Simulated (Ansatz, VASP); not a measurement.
# One calculation of AlO2, two programs

```
CELL_PARAMETERS angstrom
1.51735 -5.50880 0.00000
1.51735 5.50880 0.00000
0.00000 0.00000 3.71813
ATOMIC_POSITIONS crystal
Al 0.66813 0.33187 0.75000
Al 0.33187 0.66813 0.25000
O 0.06107 0.93893 0.75000
O 0.93893 0.06107 0.25000
O 0.29418 0.70582 0.75000
O 0.70582 0.29418 0.25000
```

Change from the starting cell: volume scaled by 1.06.

Alike in both runs: task single point; functional PBEsol; k mesh 9 × 9 × 7; occupations fermi-dirac, width 0.05 eV; no spin polarisation.

|  | VASP | Ansatz |
| --- | --- | --- |
| version | VASP 6.6.1 | Ansatz 0.2.0 |
| potentials or method | VASP PAW PBE potentials, release 64 (Al, O) | Ansatz PAW |
| plane-wave cutoff (eV) | 520 | 420 |
| valence electrons in the cell | 30 | 30 |

VASP gave:

| Item | Value |
| --- | --- |
| gap on the k mesh at the Fermi level (eV) | none |
| pressure (GPa) | -14.7 |
| largest component of the traceless stress (GPa) | 0.82 |
| rms of the force components (eV/Å) | 0.114 |

Problem. What did Ansatz give for the same quantities?

Solution. gap on the k mesh at the Fermi level (eV): none; pressure (GPa): -14.6; largest component of the traceless stress (GPa): 0.97; rms of the force components (eV/Å): 0.110.

Atom by atom the forces differ by 0.004 eV/Å (rms over components). A gap of «none» marks a metal or a gap that the smearing closes.

Caveats: the PAW data sets were made with another functional, which shifts forces and pressure a little (VASP); the pressure holds a Pulay correction of +0.9 GPa for the finite cutoff (Ansatz); the PAW data sets come from PBE, with cores solved anew for the run's functional, which leaves a small shift of forces and pressure (Ansatz).
